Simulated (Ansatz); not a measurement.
Take a crystal in which Ag has been replaced by Pd on all its sites, with the cell rescaled by a rough guess (in some cases also distorted within its space group) and nothing relaxed:

```cif
data_structure
_symmetry_space_group_name_H-M 'P 1'
_symmetry_Int_Tables_number 1
_cell_length_a 2.7972
_cell_length_b 2.7972
_cell_length_c 2.7972
_cell_angle_alpha 109.471
_cell_angle_beta 109.471
_cell_angle_gamma 109.471
_cell_volume 16.85
loop_
_atom_site_label
_atom_site_type_symbol
_atom_site_fract_x
_atom_site_fract_y
_atom_site_fract_z
_atom_site_occupancy
Pd1 Pd 0.00000 0.00000 0.00000 1
```

All numbers below come from DFT PBE, scalar-relativistic, plane waves, PAW in Ansatz 0.2.0.

Settings: cutoff 420 eV, Γ-centred mesh 18×18×18 on the computed 1-atom cell, Gaussian smearing of 0.10 eV; no spin polarisation.

Task: What pressure does the cell carry?

Result: The pressure is -11.3 GPa (positive in compression), so the cell would contract.

Task: Is it a metal on this mesh?

Result: Yes, a band crosses the Fermi level.

This bcc form isn't the element's structure at ambient conditions.